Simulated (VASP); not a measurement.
Runs of VASP 6.6.1 on CdO (Monteponite). It takes space group Fm-3m (No. 225, cubic). The conventional cell has a = 4.699 Å, b = 4.699 Å, c = 4.699 Å, α = 90.00°, β = 90.00°, γ = 90.00°. Cd (site symmetry m-3m) has 6 O at 2.35 Å as nearest neighbours. O (site symmetry m-3m) has 6 Cd at 2.35 Å as nearest neighbours. 

| task | level | potentials or basis | spin | cell | k mesh | cutoff (eV) | gap on the mesh (eV) | pressure (GPa) | relaxed volume (Å³/atom) |
| --- | --- | --- | --- | --- | --- | --- | --- | --- | --- |
| relaxation of cell and atoms | PBEsol | VASP PAW PBE potentials, release 64 (Cd, O) | off | relaxed | 10 × 10 × 10 | 600 | none | 0.0 | 13.02 |
| relaxation of cell and atoms | BLYP+D4 | VASP PAW PBE potentials, release 64 (Cd, O) | off | relaxed | 10 × 10 × 10 | 600 | none | 0.0 | 13.55 |
| band structure | LDA | VASP PAW LDA potentials, release 64 (Cd, O) | SOC, no magnetisation | as given | 7 × 7 × 7 | 520 | - | -4.3 | - |
| relaxation of cell and atoms | LDA | VASP PAW LDA potentials, release 64 (Cd, O) | off | relaxed | 10 × 10 × 10 | 600 | none | 0.0 | 12.59 |
| relaxation of cell and atoms | BLYP+D3(BJ) | VASP PAW PBE potentials, release 64 (Cd, O) | off | relaxed | 10 × 10 × 10 | 600 | none | 0.0 | (a) |
| relaxation of cell and atoms | BLYP+D3 | VASP PAW PBE potentials, release 64 (Cd, O) | off | relaxed | 10 × 10 × 10 | 600 | none | 0.0 | (b) |

Alike in all rows: smearing fermi-dirac 0.05 eV.

Task: Estimate the missing entries.

Result: (a) 13.48; (b) 14.02.

Caveats: this crystal is a semiconductor, whose small gap the functional closes, so the metal is an error of the method (some runs); the PAW data sets were made with another functional, which shifts forces and pressure a little (some runs); pairwise dispersion overbinds metals, which lowers pressure and volume (some runs).

A k mesh can miss the band edges, and rows without SOC leave out spin-orbit coupling on Cd.

A gap of «none» marks a metal or a gap under the smearing width.

Runs at the PBE level aren't shown here.
